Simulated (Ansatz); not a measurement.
Crystal: MoS2.

```
Mo S
1.0
     3.16900    0.00000    0.00000
    -1.58450    2.74443    0.00000
     0.00000    0.00000   12.32400
Mo S
2 4
Direct
  0.66667 0.33333 0.75000
  0.33333 0.66667 0.25000
  0.66667 0.33333 0.37700
  0.33333 0.66667 0.87700
  0.66667 0.33333 0.12300
  0.33333 0.66667 0.62300
```

Base run:

| Property | Result |
| --- | --- |
| Program | Ansatz 0.2.0 |
| Functional | r2SCAN |
| Potentials or basis | Ansatz PAW |
| Cutoff | 500 eV (not typed: the program's choice for these potentials) |
| k mesh | 10 × 10 × 3 |
| Occupations | fermi-dirac, width 0.05 eV |
| Spin | no spin polarisation |

Its results: band gap on the k mesh 1.03 eV, indirect (least direct gap 1.98 eV); pressure 0.8 GPa; largest force 0.244 eV/Å.

Problem. After a change of settings the same cell gave: band gap on the k mesh 0.85 eV, indirect (least direct gap 1.86 eV); pressure -5.7 GPa; largest force 0.481 eV/Å. Which change was it?
A. functional from r2SCAN to PBEsol; cutoff from 500 eV (not typed: the program's choice for these potentials) to 420 eV (not typed: the program's choice for these potentials)
B. functional from r2SCAN to LDA; cutoff from 500 eV (not typed: the program's choice for these potentials) to 420 eV (not typed: the program's choice for these potentials)
C. functional from r2SCAN to PBEsol; cutoff from 500 eV (not typed: the program's choice for these potentials) to 420 eV (not typed: the program's choice for these potentials); spin from no spin polarisation to spin-orbit coupling, no magnetisation; potential files from those of the base run to others of the same set
D. functional from r2SCAN to PBE; cutoff from 500 eV (not typed: the program's choice for these potentials) to 420 eV (not typed: the program's choice for these potentials)

Solution. B.

r2SCAN gives the wider gap, since meta-GGAs in the generalised Kohn-Sham scheme recover part of the derivative discontinuity.

Caveats: the PAW data sets come from PBE, with cores solved anew for the run's functional, which leaves a small shift of forces and pressure.
